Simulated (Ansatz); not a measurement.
An element in the bcc structure gives these cold pressures by all-electron LAPW under PBEsol (Ansatz 0.2.0, scalar-relativistic, no spin polarisation).

```
V (Å³/atom)  P (GPa)
      14.28     0.03
      12.85    13.36
      11.42     36.1
       9.99     75.8
       8.57    148.4
       7.14    290.4
       5.71    596.8
```

(1) Which element is it?

## Answers

(1) Si. Its zero-pressure volume in this structure is near 14.3 Å³/atom; the volume and the steepness of P(V) together point to it, though neighbours can come close. This is the case that was computed; others weren't tested.
